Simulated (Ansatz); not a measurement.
# Y: do energies and stresses tell the same story?

All numbers below come from DFT PBEsol, scalar-relativistic, plane waves, PAW in Ansatz 0.2.0.

Plane waves to 420 eV, a k mesh through Γ of 12×12×8 on the computed 2-atom cell and Gaussian smearing (0.10 eV); no spin polarisation.

Relaxed cell: P6_3/mmc, a = 3.598 Å, b = 3.598 Å, c = 5.585 Å, α = 90.00°, β = 90.00°, γ = 120.00°, 2 atoms in the primitive cell.

Energies at zero smearing and pressures from the stress tensor, at volumes with shape and atoms relaxed:
```tsv
V (Å³/atom)	E − E(first) (meV/atom)	P (GPa)
27.549	0.00	6.46
28.488	-32.08	4.55
29.427	-53.63	2.87
30.366	-65.87	1.36
31.305	-69.75	0.01
32.245	-66.06	-1.20
33.184	-55.61	-2.28
34.436	-32.47	-3.53
```

**Question.** Check P = −dE/dV between neighbouring volumes, and get the bulk modulus from the pressures alone.

**Answer.** With 1 eV/Å³ = 160.2 GPa:
```tsv
middle V (Å³/atom)	−ΔE/ΔV (GPa)	mean P (GPa)
28.018	5.472	5.506
28.958	3.678	3.711
29.897	2.088	2.115
30.836	0.661	0.686
31.775	-0.628	-0.596
32.714	-1.783	-1.741
33.810	-2.961	-2.905
```

The two differ by 0.06 GPa at most. The mean of two end pressures misses the average over a step by about ΔV² P″/12, up to 0.02 GPa here; with that taken off 0.04 GPa remains. The stress is the derivative of the free energy, not of the energy at zero smearing, and with free energies 0.00 GPa remains. Around V = 31.305 Å³/atom, the two neighbours give B = −V ΔP/ΔV = 31.305 × 2.56 / 1.878 = 42.7 GPa, against B0 = 42.8 GPa from the Birch–Murnaghan fit of the energies.